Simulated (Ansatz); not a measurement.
# Sb: convergence with LAPW's basis error target

One table from this session's results is given with a row withheld; the runs are named, their logs left out.

Method: DFT, PBE, all-electron LAPW, scalar-relativistic, in Ansatz 0.2.0.

## Starting point

The structure is trigonal, space group R-3m (No. 166). The conventional cell has a = 4.301 Å, b = 4.301 Å, c = 11.232 Å, α = 90.00°, β = 90.00°, γ = 120.00°. Around Sb (site symmetry 3m) lie 3 Sb at 2.90 Å.

Coordinates:

```xyz
2
Lattice="2.1506 1.2416 3.7440 -2.1506 1.2416 3.7440 0.0000 -2.4833 3.7440" Properties=species:S:1:pos:R:3 pbc="T T T"
Sb    0.0000    0.0000    2.6242
Sb    0.0000    0.0000    8.6078
```

The geometry is a database entry used as it stands. It may stem from high pressure or temperature, or be incomplete, so it serves as a test cell.

Atoms are numbered in the order of the input: Sb1, Sb2.

The first run:

Contents of input.yaml:

```yaml
crystal:
  lattice:
    - [2.150600332, 1.2416496806, 3.744]
    - [-2.150600332, 1.2416496806, 3.744]
    - [0.0, -2.4832993611, 3.744]
  atoms:
    - { symbol: Sb, position: [0.23364, 0.23364, 0.23364] }
    - { symbol: Sb, position: [0.76636, 0.76636, 0.76636] }
kpoints:
  mp_grid: { grid: [9, 9, 9] }
scf:
  occupations: { method: fermi_dirac, width: 0.05 }
hamiltonian:
  xc: pbe
  pseudopotentials: { kind: all_electron, lapw: { basis_error: 0.03 } }
output:
  forces: true
  stress: true
  eigenvalues: true
```

On the command line:

```console
> ansatz run input.yaml --threads 1 --pin off --max-ram 2048MiB --backend cpu --events-out ev --progress --plain --runs-dir out
```

Among the steps run: With basis error target 0.03 eV/atom; With basis error target 0.01 eV/atom; With basis error target 0.003 eV/atom; With basis error target 0.0001 eV/atom.

One of the session's tables, all rows but one given; the rest of the session is left out.

It belongs to the step «The sweep in one table». 

| basis error target (eV/atom) | pressure (GPa) | largest force (eV/Å) |
| --- | --- | --- |
| 0.03 | 3.23 | 0.196 |
| 0.01 | ? | ? |
| 0.003 | 3.14 | 0.198 |
| 0.0001 | 3.13 | 0.199 |

Estimate the missing values for basis error target (eV/atom) = 0.01.

Worked estimate for «pressure (GPa)». A straight line through the neighbours (0.03, 3.23) and (0.003, 3.14) gives 3.23 + (3.14 − 3.23) × (0.01 − 0.03) / (0.003 − 0.03) = 3.16; a parabola fitted to 3 rows on both sides gives 3.16.

**Answer.** pressure (GPa): 3.16; largest force (eV/Å): 0.198. In «pressure (GPa)» the line misses by 0.00 and the parabola by 0.00.

Energies are those extrapolated to zero smearing.
